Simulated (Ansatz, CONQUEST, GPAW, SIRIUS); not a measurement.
## MgSi: programs and potentials compared

```
Si Mg
1.0
     2.90839    0.00000    0.00000
     0.00000    2.90839    0.00000
     0.00000    0.00000    4.10343
Si Mg
1 1
Direct
  0.50000 0.50000 0.50000
  0.00000 0.00000 0.00000
```

The cell comes from a database or a generator and needn't be the stable form of this composition.

Alike in all runs: task single point; functional PBEsol; k mesh 9 × 9 × 7; occupations fermi-dirac, width 0.05 eV; no spin polarisation; no spin-orbit coupling. Pressure is positive in compression and, in plane waves, holds the error of the finite cutoff, which Ansatz's Pulay term estimates and takes out.

| program and potentials | plane-wave cutoff (eV) | notes | pressure (GPa) |
| --- | --- | --- | --- |
| Ansatz, Ansatz PAW | 420 | potentials made for PBE, which Ansatz adapts in part | -1.50 |
| GPAW, PAW data sets generated for this functional | 800 | - | -1.43 |
| CONQUEST, PseudoDojo NC PBEsol, DZP, grid cutoff 120 Ha | - | atomic basis | 1.59 |
| Ansatz, all-electron LAPW, scalar-relativistic | - | - | -1.52 |
| SIRIUS, PseudoDojo 0.4.1 PBEsol standard (scalar relativistic) | 1152 | - | -1.43 |

The pressure spans -1.52 (Ansatz, all-electron LAPW, scalar-relativistic) to 1.59 GPa (CONQUEST, PseudoDojo NC PBEsol, DZP, grid cutoff 120 Ha), with all-electron results at -1.52. Rows in atomic bases carry the error of their basis and grid, which can be large.

The functional is the same throughout but for its coding, so the spread measures potentials, basis and numerics; runs on potential files found faulty are left out.

Four of the five runs put the cell under slight tension, so PBEsol would shrink it. This would fit a geometry relaxed with a functional such as PBE, which usually gives larger volumes, though the origin of the cell isn't stated. The close match between all-electron LAPW, both PAW runs and the norm-conserving plane-wave run suggests that the treatment of the Mg and Si cores matters little here.

CONQUEST alone reverses the sign and would expand the cell. SIRIUS uses potentials of the same family yet stays with the majority, which points to the DZP basis or the integration grid rather than the pseudopotentials. A likely reason is that the valence density of a densely packed Mg-Si arrangement spreads between the atoms, where a small set of confined orbitals describes it less flexibly than plane waves, with an error that changes with volume.

A mean pressure near zero doesn't show that the axial ratio is relaxed, nor that this phase would survive against decomposition into Mg2Si and silicon.
